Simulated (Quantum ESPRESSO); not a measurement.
Wanted: the native input for a Quantum ESPRESSO 7.5 run.

| Quantity | Value |
| --- | --- |
| Task | real-space fields |
| Functional | OLYP |
| Potentials or basis | GBRV 1.5 PBE |
| Cutoff | 612 eV |
| Density cutoff | 4898 eV |
| k mesh | 10 × 10 × 7 |
| Occupations | fermi-dirac, width 0.05 eV |
| Spin | collinear spin, ferromagnetic start |
| Starting moments | [0.0, 3.0] μB |
| Mixing beta | 0.3 |
| Most SCF iterations | 120 |
| SCF threshold | 4e-10 Ry |

The system is FePt (Tetraferroplatinum).

```
Pt Fe
1.0
     2.72350    0.00000    0.00000
     0.00000    2.72350    0.00000
     0.00000    0.00000    3.72000
Pt Fe
1 1
Cartesian
  1.3618 1.3618 1.8600
  0.0000 0.0000 0.0000
```

These files were run (other wordings do the same):

pw.in

```
&CONTROL
  calculation = 'scf'
  prefix = 'pwscf'
  outdir = './tmp'
  pseudo_dir = './pseudo'
  tprnfor = .true.
  tstress = .true.
  disk_io = 'low'
/
&SYSTEM
  space_group = 123
  A = 2.7235
  C = 3.72
  nat = 2
  ntyp = 2
  ecutwfc = 45
  ecutrho = 360
  nbnd = 27
  input_dft = 'XC-000I-000I-110L-131L-000I-000I'
  occupations = 'smearing'
  smearing = 'fd'
  degauss = 0.00367493
  nspin = 2
  starting_magnetization(1) = 0
  starting_magnetization(2) = 0.1875
/
&ELECTRONS
  conv_thr = 4d-10
  electron_maxstep = 120
  mixing_beta = 0.3
/
ATOMIC_SPECIES
Pt   195.0840 pt_pbe_v1.4.uspp.F.UPF
Fe    55.8450 fe_pbe_v1.5.uspp.F.UPF
ATOMIC_POSITIONS crystal_sg
Pt     0.5000000000    0.5000000000    0.5000000000
Fe     0.0000000000    0.0000000000    0.0000000000
K_POINTS automatic
10 10 7 0 0 0
```

pp_density.in

```
&INPUTPP
  prefix = 'pwscf'
  outdir = './tmp'
  filplot = 'density.dat'
  plot_num = 0
/
&PLOT
  nfile = 1
  filepp(1) = 'density.dat'
  iflag = 3
  output_format = 6
  fileout = 'density.cube'
/
```

pp_potential.in

```
&INPUTPP
  prefix = 'pwscf'
  outdir = './tmp'
  filplot = 'potential.dat'
  plot_num = 11
/
&PLOT
  nfile = 1
  filepp(1) = 'potential.dat'
  iflag = 3
  output_format = 6
  fileout = 'potential.cube'
/
```

pp_spin.in

```
&INPUTPP
  prefix = 'pwscf'
  outdir = './tmp'
  filplot = 'spin.dat'
  plot_num = 6
/
&PLOT
  nfile = 1
  filepp(1) = 'spin.dat'
  iflag = 3
  output_format = 6
  fileout = 'spin.cube'
/
```

Potentials or basis: GBRV 1.5 PBE.

The run is started by

```console
$ OMP_NUM_THREADS=1 pw.x -in pw.in > pw.out
$ OMP_NUM_THREADS=1 pp.x -in pp_density.in > pp_density.out
$ OMP_NUM_THREADS=1 pp.x -in pp_potential.in > pp_potential.out
$ OMP_NUM_THREADS=1 pp.x -in pp_spin.in > pp_spin.out
```

It gave:

```json
{"Pressure": "2.3 GPa", "Band gap on the k mesh": "none (metal or under the smearing width)", "Net moment": "3.43 μB per cell", "Absolute moment": "3.64 μB per cell", "Site moments": "Pt +0.41; Fe +3.10 μB", "Valence electrons inside the program's atomic spheres": "Pt 13.85; Fe 14.71"}
```

Caveat: the potentials were made for another functional, which shifts forces and pressure.

It took 69 s on 1 thread of Arm Neoverse V2 (shared host), peak memory 0.17 GiB.
